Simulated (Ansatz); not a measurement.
Method: DFT PBE, scalar-relativistic, plane waves, PAW (Ansatz). All cells share a 420 eV cutoff and Γ-centred k meshes spaced at most about 0.3 Å⁻¹ (about 0.25 or finer for metals, 2π included). No spin polarisation.

All energies are static (0 K, no zero-point motion).

Problem. Order these relaxed structures of In2Ga3As3 by energy, lowest first, with the energy over the lowest of them.
A.

```cif
data_structure
_symmetry_space_group_name_H-M 'P-4m2'
_symmetry_Int_Tables_number 115
_cell_length_a 4.0916
_cell_length_b 4.0916
_cell_length_c 12.8516
_cell_angle_alpha 90.000
_cell_angle_beta 90.000
_cell_angle_gamma 90.000
_cell_volume 215.15
loop_
_atom_site_label
_atom_site_type_symbol
_atom_site_symmetry_multiplicity
_atom_site_Wyckoff_symbol
_atom_site_fract_x
_atom_site_fract_y
_atom_site_fract_z
_atom_site_occupancy
In1 In 2 g 0.50000 0.00000 0.35286 1
Ga1 Ga 2 g 0.50000 0.00000 0.88868 1
Ga2 Ga 1 d 0.00000 0.00000 0.50000 1
As1 As 2 f 0.50000 0.50000 0.77825 1
As2 As 1 a 0.00000 0.00000 0.00000 1
```

B.

```cif
data_structure
_symmetry_space_group_name_H-M 'P-4m2'
_symmetry_Int_Tables_number 115
_cell_length_a 4.1676
_cell_length_b 4.1676
_cell_length_c 12.5452
_cell_angle_alpha 90.000
_cell_angle_beta 90.000
_cell_angle_gamma 90.000
_cell_volume 217.90
loop_
_atom_site_label
_atom_site_type_symbol
_atom_site_symmetry_multiplicity
_atom_site_Wyckoff_symbol
_atom_site_fract_x
_atom_site_fract_y
_atom_site_fract_z
_atom_site_occupancy
In1 In 2 g 0.50000 0.00000 0.87057 1
Ga1 Ga 2 g 0.00000 0.50000 0.62679 1
Ga2 Ga 1 d 0.00000 0.00000 0.50000 1
As1 As 2 f 0.50000 0.50000 0.73878 1
As2 As 1 a 0.00000 0.00000 0.00000 1
```

Solution. A (0 meV/atom), B (36 meV/atom). Forms: A P-4m2; B P-4m2. Counting As atoms around Ga and In (those within 1.25 times the shortest such distance or 1.15 times the sum of covalent radii, 1.27 where that leaves under three; the shortest distance is added where it exceeds 1.18 times the sum of covalent radii; a slash parts the counts of unlike sites): A has In 2, Ga 4/8 from 4.6 Å; B has In 4, Ga 2/8 from 4.2 Å. Both come from invented guesses. The lowest form computed isn't among them: it has space group R3m (No. 160), 26.1 Å³/atom and lies 53 meV/atom below the best shown.

Cells relaxed within their symmetry can be saddle points. Some types were kept out of the candidates beforehand, so the set may lack a known form.
